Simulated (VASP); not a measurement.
# CoO (Pm-3m) in VASP: notebook

The runs below take CoO through single point, with PBE+U, LDA+U.

All numbers are computed with VASP 6.6.1; they aren't measurements. Logs are shortened: lines on timing, memory, paths and dates and some standing lists are left out, and cuts for length are marked.

## (1) Starting point

The structure is cubic, space group Pm-3m (No. 221). Conventional cell: a = 2.571 Å, b = 2.571 Å, c = 2.571 Å, α = 90.00°, β = 90.00°, γ = 90.00°. Around Co (site symmetry m-3m) lie 8 O at 2.23 Å. O (site symmetry m-3m) is surrounded by 8 Co at 2.23 Å.

Measurements of this composition are mostly on another form, of space group No. 225.

## (2) Single point, PBE+U, collinear spin, random start

The input, INCAR:

```
SYSTEM = CoO
PREC = Accurate
ENCUT = 520
EDIFF = 1E-6
ISMEAR = 0
SIGMA = 0.05
LREAL = .FALSE.
LASPH = .TRUE.
NELM = 100
ALGO = Normal
ISIF = 2
LWAVE = .FALSE.
LCHARG = .TRUE.
ISPIN = 2
MAGMOM = 1.83 0
LORBIT = 11
LMAXMIX = 4
LDAU = .TRUE.
LDAUTYPE = 2
LDAUL = 2 -1
LDAUU = 6 0
LDAUJ = 0 0
LDAUPRINT = 1
GGA = PE
LELF = .TRUE.
LVHAR = .TRUE.
```

The input, KPOINTS:

```
Automatic mesh
0
G
  7 7 7
  0 0 0
```

The input, POSCAR:

```
CoO
1.0
    2.5705263100      0.0000000000      0.0000000000
    0.0000000000      2.5705263100      0.0000000000
    0.0000000000      0.0000000000      2.5705263100
Co O
1 1
Direct
    0.0000000000      0.0000000000      0.0000000000
    0.5000000000      0.5000000000      0.5000000000
```

Potentials or basis: VASP PAW PBE potentials, release 64 (Co, O).

Command:

```bash
> cat potpaw_PBE.64/Co/POTCAR potpaw_PBE.64/O/POTCAR > POTCAR
> mpirun -np 1 vasp_std > vasp.out
```

OUTCAR:

```text
SYSTEM = CoO
   PREC = Accurate
   ENCUT = 520
   EDIFF = 1E-6
   ISMEAR = 0
   LREAL = .FALSE.
   LASPH = .TRUE.
   NELM = 100
   ISIF = 2
   ISPIN = 2
   LORBIT = 11
   GGA = PE

 ion  position               nearest neighbor table
   1  0.000  0.000  0.000-   2 2.23   2 2.23   2 2.23   2 2.23   2 2.23   2 2.23   2 2.23   2 2.23

   2  0.500  0.500  0.500-   1 2.23   1 2.23   1 2.23   1 2.23   1 2.23   1 2.23   1 2.23   1 2.23

  LATTYP: Found a simple cubic cell.
 ALAT       =     2.5705263100

  Lattice vectors:

 A1 = (   2.5705263100,   0.0000000000,   0.0000000000)
 A2 = (   0.0000000000,   2.5705263100,   0.0000000000)
 A3 = (   0.0000000000,   0.0000000000,   2.5705263100)

Analysis of symmetry for initial positions (statically):
=====================================================================
 Subroutine PRICEL returns:
 Original cell was already a primitive cell.

 Routine SETGRP: Setting up the symmetry group for a
 simple cubic supercell.

 Subroutine GETGRP returns: Found 48 space group operations
 (whereof 48 operations were pure point group operations)
 out of a pool of 48 trial point group operations.

The static configuration has the point symmetry O_h .

Analysis of symmetry for dynamics (positions and initial velocities):
=====================================================================
 Subroutine PRICEL returns:
 Original cell was already a primitive cell.

 Routine SETGRP: Setting up the symmetry group for a
 simple cubic supercell.

 Subroutine GETGRP returns: Found 48 space group operations
 (whereof 48 operations were pure point group operations)
 out of a pool of 48 trial point group operations.

The dynamic configuration has the point symmetry O_h .

Analysis of structural, dynamic, and magnetic symmetry:
=====================================================================
 Subroutine PRICEL returns:
 Original cell was already a primitive cell.

 Routine SETGRP: Setting up the symmetry group for a
 simple cubic supercell.

 Subroutine GETGRP returns: Found 48 space group operations
 (whereof 48 operations were pure point group operations)
 out of a pool of 48 trial point group operations.

The overall configuration has the point symmetry O_h .

 Subroutine INISYM returns: Found 48 space group operations
 (whereof 48 operations are pure point group operations),
 and found     1 'primitive' translations

----------------------------------------------------------------------------------------

                                     Primitive cell

  volume of cell :      16.9850

  direct lattice vectors                    reciprocal lattice vectors
     2.570526310  0.000000000  0.000000000     0.389025390  0.000000000  0.000000000
[... 183 lines left out ...]
 fundamental gap:      1.9591683017
 Fermi energy:         8.9441218918

 spin component 1

 k-point     1 :       0.0000    0.0000    0.0000
  band No.  band energies     occupation
      1     -10.7765      1.00000
      2       2.2001      1.00000
      3       2.2003      1.00000
      4       3.1020      1.00000
      5       3.1020      1.00000
      6       3.1022      1.00000
      7       7.1969      1.00000
      8       7.1969      1.00000
      9       7.1969      1.00000
     10      10.6561      0.00000
     11      23.3634      0.00000
     12      23.3635      0.00000
[... 271 lines left out ...]
 k-point    20 :       0.4286    0.4286    0.4286
  band No.  band energies     occupation
      1      -7.6455      1.00000
      2       0.0844      1.00000
      3       0.0845      1.00000
      4       0.4652      1.00000
      5       4.8189      1.00000
      6       4.8191      1.00000
      7       6.9127      1.00000
      8       7.4994      1.00000
      9       7.4994      1.00000
     10      16.1772      0.00000
     11      16.8757      0.00000
     12      16.8757      0.00000
 Fermi energy:         8.9441218918

 spin component 2

 k-point     1 :       0.0000    0.0000    0.0000
  band No.  band energies     occupation
      1     -10.4147      1.00000
      2       3.5605      1.00000
      3       3.5617      1.00000
      4       7.6060      1.00000
      5       7.6060      1.00000
      6       7.6060      1.00000
      7      11.3906      0.00000
      8      12.4377      0.00000
      9      12.4388      0.00000
     10      12.4391      0.00000
     11      23.8588      0.00000
     12      23.8603      0.00000
[... 271 lines left out ...]
 k-point    20 :       0.4286    0.4286    0.4286
  band No.  band energies     occupation
      1      -7.1826      1.00000
      2       3.9715      1.00000
      3       3.9719      1.00000
      4       4.0689      1.00000
      5       6.5153      1.00000
      6       6.5169      1.00000
      7      12.7664      0.00000
      8      13.3785      0.00000
      9      13.3790      0.00000
     10      17.0389      0.00000
     11      17.5071      0.00000
     12      17.5075      0.00000

------------------------ aborting loop because EDIFF is reached ----------------------------------------

  FORCE on cell =-STRESS in cart. coord.  units (eV):
  Direction    XX          YY          ZZ          XY          YZ          ZX
  --------------------------------------------------------------------------------------
  -------------------------------------------------------------------------------------
  Total        1.7927276      1.7927276      1.7927276      0.0000000     -0.0000000      0.0000000
  in kB      169.1058883    169.1058883    169.1058883      0.0000000     -0.0000000      0.0000000
  external PRESSURE =     169.1058883 kB  Pullay stress =       0.0000000 kB

 VOLUME and BASIS-vectors are now :
 -----------------------------------------------------------------------------
  energy-cutoff  :      520.00
  volume of cell :       16.99
      direct lattice vectors                 reciprocal lattice vectors
     2.570526310  0.000000000  0.000000000     0.389025390  0.000000000  0.000000000
     0.000000000  2.570526310  0.000000000     0.000000000  0.389025390  0.000000000
     0.000000000  0.000000000  2.570526310     0.000000000  0.000000000  0.389025390

 POSITION                                       TOTAL-FORCE (eV/Angst)
 -----------------------------------------------------------------------------------
      0.00000      0.00000      0.00000         0.000000      0.000000      0.000000
      1.28526      1.28526      1.28526         0.000000      0.000000      0.000000
 -----------------------------------------------------------------------------------
    total drift:                               -0.000000      0.000000      0.000000

  FREE ENERGIE OF THE ION-ELECTRON SYSTEM (eV)
  ---------------------------------------------------
  free  energy   TOTEN  =       -10.6596551788 eV

  energy  without entropy=      -10.6596551788  energy(sigma->0) =      -10.65965518

 total charge

# of ion       s       p       d       tot
------------------------------------------
    1        0.313   0.393   7.167   7.873
    2        1.566   3.459   0.000   5.025
--------------------------------------------------
tot          1.879   3.852   7.167  12.898

 magnetization (x)

# of ion       s       p       d       tot
------------------------------------------
    1        0.014   0.017   2.754   2.785
    2        0.018   0.182   0.000   0.200
--------------------------------------------------
tot          0.032   0.199   2.754   2.984
```

OSZICAR:

```text
N       E                     dE             d eps       ncg     rms          rms(c)
DAV:   1     0.862059868229E+02    0.86206E+02   -0.73304E+03   984   0.148E+03
DAV:   2    -0.424025540402E+01   -0.90446E+02   -0.80077E+02  1028   0.283E+02
DAV:   3    -0.100126107478E+02   -0.57724E+01   -0.56837E+01  1044   0.845E+01
DAV:   4    -0.100815288565E+02   -0.68918E-01   -0.68869E-01  1024   0.909E+00
DAV:   5    -0.100831668853E+02   -0.16380E-02   -0.16380E-02  1076   0.143E+00    0.170E+01
DAV:   6    -0.947688787108E+01    0.60628E+00   -0.19831E+01  1192   0.966E+01    0.193E+01
DAV:   7    -0.101285392088E+02   -0.65165E+00   -0.26842E+00   988   0.401E+01    0.962E+00
DAV:   8    -0.104517801697E+02   -0.32324E+00   -0.27094E-01  1168   0.678E+00    0.565E+00
DAV:   9    -0.106469195052E+02   -0.19514E+00   -0.13243E-01  1176   0.107E+01    0.763E-01
DAV:  10    -0.106589966278E+02   -0.12077E-01   -0.42414E-02  1120   0.334E+00    0.316E-01
DAV:  11    -0.106590419384E+02   -0.45311E-04   -0.33781E-03  1244   0.152E+00    0.112E-01
DAV:  12    -0.106595167200E+02   -0.47478E-03   -0.41905E-04  1128   0.516E-01    0.688E-02
DAV:  13    -0.106596337474E+02   -0.11703E-03   -0.13185E-04  1232   0.194E-01    0.324E-02
DAV:  14    -0.106596554383E+02   -0.21691E-04   -0.27384E-05  1232   0.101E-01    0.895E-03
DAV:  15    -0.106596551788E+02    0.25951E-06   -0.30101E-06   828   0.253E-02
   1 F= -.10659655E+02 E0= -.10659655E+02  d E =-.120017E-13  mag=     3.0001
```

stdout:

```text
POSCAR found type information on POSCAR CoO
 POSCAR found :  2 types and       2 ions
 scaLAPACK will be used
 LDA part: xc-table for (Slater+PW92), standard interpolation
 POSCAR, INCAR and KPOINTS ok, starting setup
 FFT: planning ... GRIDC
 FFT: planning ... GRID_SOFT
 FFT: planning ... GRID
 WAVECAR not read
 entering main loop
```

Wall time 20 s (1 thread of AMD EPYC 7R43 (Zen 3), shared host); peak memory 0.1 GiB.

What came out:

- Free energy: -10.6597 eV
- Pressure: 16.9 GPa
- Band gap on the k mesh: 1.96 eV, indirect (least direct gap 2.94 eV)
- Net moment: 3.00 μB per cell
- Site moments: Co +2.79; O +0.20 μB
- Valence electrons inside the program's atomic spheres: Co 7.87; O 5.03

Eigenvalues of the final occupation matrices:
```csv
site,spin,trace,eigenvalues
site 1 d,1,4.98,0.97 0.97 1.01 1.01 1.01
site 1 d,2,2.22,0.09 0.09 0.09 0.97 0.97
```

Caveat: an odd mesh through Γ misses points on the zone boundary, where band edges often lie; a cell with one magnetic atom can't hold antiferromagnetic order, which such compounds often take.

## (3) Single point, PBE+U, collinear spin, ferromagnetic start

The input, INCAR:

```
SYSTEM = CoO
ALGO = Normal
EDIFF = 1E-6
ENCUT = 520
GGA = PE
ISIF = 2
ISMEAR = 0
ISPIN = 2
LASPH = .TRUE.
LCHARG = .TRUE.
LDAU = .TRUE.
LDAUJ = 0 0
LDAUL = 2 -1
LDAUPRINT = 1
LDAUTYPE = 2
LDAUU = 6 0
LELF = .TRUE.
LMAXMIX = 4
LORBIT = 11
LREAL = .FALSE.
LVHAR = .TRUE.
LWAVE = .FALSE.
MAGMOM = 2 0
NELM = 100
NUPDOWN = 0
PREC = Accurate
SIGMA = 0.05
```

The input, KPOINTS:

```
k-points
0
G
  7 7 7
  0 0 0
```

POSCAR is that of step 2.

Potentials or basis: VASP PAW PBE potentials, release 64 (Co, O).

Command:

```bash
> cat potpaw_PBE.64/Co/POTCAR potpaw_PBE.64/O/POTCAR > POTCAR
> mpirun -np 1 vasp_std > vasp.out
```

Run time: 27 s. Hardware: 1 thread of AMD EPYC 7R43 (Zen 3), shared host; peak memory 0.1 GiB.

The run converged. Its results:

| Quantity | Value |
| --- | --- |
| Free energy | -6.6854 eV |
| Pressure | -9.9 GPa |
| Net moment | 0.00 μB per cell |
| Valence electrons inside the program's atomic spheres | Co 8.11; O 4.88 |

Eigenvalues of the final occupation matrices:
```tsv
site	spin	trace	eigenvalues
site 1 d	1	3.77	0.62 0.62 0.62 0.96 0.96
site 1 d	2	3.77	0.62 0.62 0.62 0.96 0.96
```

Caveat: the moment is held away from its start; the starting moments collapsed, and a magnetic state may lie lower; the total moment is fixed, so each spin has its own Fermi level.

## (4) Single point, LDA+U, collinear spin, ferromagnetic start

The input, INCAR:

```
  PREC = Accurate
  ENCUT = 520
  EDIFF = 1E-6
  ISMEAR = 0
  SIGMA = 0.05
  LREAL = False
  LASPH = True
  NELM = 120
  ALGO = Fast
  ISIF = 2
  LWAVE = False
  LCHARG = False
  ISPIN = 2
  MAGMOM = 2 0
  LORBIT = 11
  LMAXMIX = 4
  LDAU = True
  LDAUTYPE = 2
  LDAUL = 2 -1
  LDAUU = 4 0
  LDAUJ = 0 0
  LDAUPRINT = 1
  GGA = CA
```

The input, KPOINTS:

```
Automatic mesh
0
Gamma
  7 7 7
```

POSCAR is that of step 3.

Potentials or basis: VASP PAW LDA potentials, release 64 (Co, O).

Command:

```bash
> cat potpaw_LDA.64/Co/POTCAR potpaw_LDA.64/O/POTCAR > POTCAR
> mpirun -np 1 vasp_std > vasp.out
```

Run time: 10 s. Hardware: 1 thread of AMD EPYC 7R43 (Zen 3), shared host; peak memory 0.09 GiB.

Results (log left out):

| Item | Value |
| --- | --- |
| Free energy | -12.4706 eV |
| Pressure | -2.6 GPa |
| Band gap on the k mesh | 1.49 eV, indirect (least direct gap 1.99 eV) |
| Net moment | 3.00 μB per cell |
| Site moments | Co +2.65; O +0.30 μB |
| Valence electrons inside the program's atomic spheres | Co 7.91; O 4.96 |

Levels at points of the mesh, in eV from the valence-band top:
Spin up:
```tsv
k point	band 5	band 6	band 7	band 8	band 9	band 10	band 11	band 12
(0.00, 0.00, 0.00)	-4.11	-4.11	-1.84	-1.84	-1.84	1.90	15.20	15.20
```
Spin down:
```
           k point  band 4  band 5  band 6  band 7  band 8  band 9
(0.00, 0.00, 0.00)   -1.27   -1.27   -1.27    2.38    2.38    2.38
```

Eigenvalues of the final occupation matrices:
```csv
site,spin,trace,eigenvalues
site 1 d,1,4.93,0.96 0.96 1.00 1.00 1.00
site 1 d,2,2.29,0.13 0.13 0.13 0.95 0.95
```

Caveat: an odd mesh through Γ misses points on the zone boundary, where band edges often lie; a cell with one magnetic atom can't hold antiferromagnetic order, which such compounds often take. The state reached can hang on the start; a lower one may exist.

## (5) Single point, LDA+U, collinear spin, antiferromagnetic start

This run uses another cell than the first one: it holds 4 atoms, not 2.

The input, INCAR:

```
PREC = Accurate
ENCUT = 520
EDIFF = 1E-6
ISMEAR = 0
SIGMA = 0.05
LREAL = F
LASPH = T
NELM = 150
ALGO = Normal
ISIF = 2
LWAVE = F
LCHARG = F
ISPIN = 2
MAGMOM = 2 -2 0 0
LORBIT = 11
LMAXMIX = 4
LDAU = T
LDAUTYPE = 2
LDAUL = 2 -1
LDAUU = 4 0
LDAUJ = 0 0
LDAUPRINT = 1
```

The input, KPOINTS:

```
regular mesh
0
Gamma
  7 7 4
```

The input, POSCAR:

```
CoO
1.0
    2.5705263100      0.0000000000      0.0000000000
    0.0000000000      2.5705263100      0.0000000000
    0.0000000000      0.0000000000      5.1410526200
Co O
2 2
Direct
    0.0000000000      0.0000000000      0.0000000000
    0.0000000000      0.0000000000      0.5000000000
    0.5000000000      0.5000000000      0.2500000000
    0.5000000000      0.5000000000      0.7500000000
```

Command:

```bash
> cat potpaw_LDA.64/Co/POTCAR potpaw_LDA.64/O/POTCAR > POTCAR
> mpirun -np 1 vasp_std > vasp.out
```

It took 48 s on 1 thread of AMD EPYC 7R43 (Zen 3), shared host; peak memory 0.12 GiB.

Results (log left out):

```yaml
Free_energy: -25.2437 eV
Pressure: -6.8 GPa
Band_gap_on_the_k_mesh: 2.21 eV
Net_moment: 0.00 μB per cell
Site_moments: Co +2.55, -2.55; O +0.00 μB
Valence_electrons_inside_the_program's_atomic_spheres: Co 7.93; O 4.95
```

Stress tensor (GPa, compression positive):
```
-7.36  0.00  0.00
 0.00 -7.36  0.00
 0.00  0.00 -5.63
```

Levels at points of the mesh, in eV from the valence-band top:
Spin up:
```
           k point  band 13  band 14  band 15  band 16  band 17  band 18
(0.00, 0.00, 0.00)    -0.88    -0.63    -0.63     2.48     2.69     3.24
(0.00, 0.00, 0.50)    -1.41    -0.31    -0.31     2.69     3.12     3.12
```
Spin down:
```
           k point  band 12  band 13  band 14  band 15  band 16  band 17  band 18  band 19
(0.00, 0.00, 0.00)    -1.42    -0.88    -0.63    -0.63     2.48     2.69     3.24     3.24
(0.00, 0.00, 0.50)    -1.70    -1.41    -0.31    -0.31     2.69     3.12     3.12     4.91
```

Eigenvalues of the final occupation matrices:
| site | spin | trace | eigenvalues |
| --- | --- | --- | --- |
| site 1 d | 1 | 4.90 | 0.96 0.96 0.99 0.99 0.99 |
| site 1 d | 2 | 2.35 | 0.15 0.15 0.15 0.95 0.96 |
| site 2 d | 1 | 2.35 | 0.15 0.15 0.15 0.95 0.96 |
| site 2 d | 2 | 4.90 | 0.96 0.96 0.99 0.99 0.99 |

Caveat: an odd mesh through Γ misses points on the zone boundary, where band edges often lie.

## (6) For comparison

An earlier run on the cell as given: functional PBE; potentials or basis VASP PAW PBE potentials, release 64 (Co, O); cutoff 520 eV; k mesh 10 × 10 × 10; occupations fermi-dirac, width 0.05 eV; collinear spin, ferromagnetic start; starting moments [2.0, 0.0] μB.

* Pressure: 11.1 GPa
* Band gap on the k mesh: none (metal or under the smearing width)
* Net moment: 3.00 μB per cell
* Site moments: Co +2.49; O +0.45 μB
* Valence electrons inside the program's atomic spheres: Co 7.89; O 4.96

## (7) Overview

```csv
level,potentials or basis,spin,U,k mesh,smearing,supercell matrix,gap on the mesh (eV),pressure (GPa),moment (μB)
PBE+U,"VASP PAW PBE potentials, release 64 (Co, O)","collinear, random start",Co d U = 6 eV,7 × 7 × 7,gaussian 0.05 eV,-,1.96,16.9,3.00
LDA+U,"VASP PAW LDA potentials, release 64 (Co, O)","collinear, ferromagnetic start",Co d U = 4 eV,7 × 7 × 7,gaussian 0.05 eV,-,1.49,-2.6,3.00
LDA+U,"VASP PAW LDA potentials, release 64 (Co, O)","collinear, antiferromagnetic start",Co d U = 4 eV,7 × 7 × 4,gaussian 0.05 eV,"[1, 0, 0, 0, 1, 0, 0, 0, 2]",2.21,-6.8,0.00
PBE,"VASP PAW PBE potentials, release 64 (Co, O)","collinear, ferromagnetic start",-,10 × 10 × 10,fermi-dirac 0.05 eV,-,none,11.1,3.00
```

Alike in all rows: task single point; cell as given; cutoff (eV) 520.

Caveats: an odd mesh through Γ misses points on the zone boundary, where band edges often lie (some runs); a cell with one magnetic atom can't hold antiferromagnetic order, which such compounds often take (some runs); semilocal functionals often make such compounds metallic where correlation or magnetic order opens a gap, which also shifts bond lengths (some runs).

Absolute energies hang on the potentials; compare differences alone.
